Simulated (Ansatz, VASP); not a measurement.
**One calculation of Mg, two programs**

Contents of INCAR:

```
  PREC = Accurate
  ENCUT = 520
  EDIFF = 1E-7
  ISMEAR = -1
  SIGMA = 0.05
  LREAL = False
  LASPH = True
  NELM = 80
  ALGO = Normal
  ISIF = 2
  LWAVE = False
  LCHARG = False
  GGA = PE
  NBANDS = 7
```

The input KPOINTS:

```
regular mesh
0
Gamma
  11 11 11
```

The input POSCAR:

```
Mg
1.0
   -1.8075334120      1.8075334120      1.8075334120
    1.8075334120     -1.8075334120      1.8075334120
    1.8075334120      1.8075334120     -1.8075334120
Mg
1
Direct
    0.0000000000      0.0000000000      0.0000000000
```

Contents of input.yaml:

```yaml
crystal:
  lattice:
    - [-1.807533412, 1.807533412, 1.807533412]
    - [1.807533412, -1.807533412, 1.807533412]
    - [1.807533412, 1.807533412, -1.807533412]
  atoms:
    - { symbol: Mg, position: [0.0, 0.0, 0.0] }
hamiltonian:
  xc: pbe
  pseudopotentials: { kind: paw }
kpoints:
  mp_grid: { grid: [11, 11, 11] }
scf:
  occupations: { method: fermi_dirac, width: 0.05 }
output:
  forces: true
  stress: true
  eigenvalues: true
```

Change from the starting cell: volume scaled by 1.06.

Alike in both runs: task single point; functional PBE; k mesh 11 × 11 × 11; occupations fermi-dirac, width 0.05 eV; no spin polarisation.

|  | VASP | Ansatz |
| --- | --- | --- |
| version | VASP 6.6.1 | Ansatz 0.2.0 |
| potentials or method | VASP PAW PBE potentials, release 64 (Mg) | Ansatz PAW |
| plane-wave cutoff (eV) | 520 | 420 |
| valence electrons in the cell | 2 | 10 |

```tsv
	VASP	Ansatz	Ansatz less VASP
gap on the k mesh at the Fermi level (eV)	none	none	-
pressure (GPa)	-1.3	-1.1	+0.13
```

A gap of «none» marks a metal or a gap that the smearing closes. The two sets of potentials don't hold the same shells in valence.
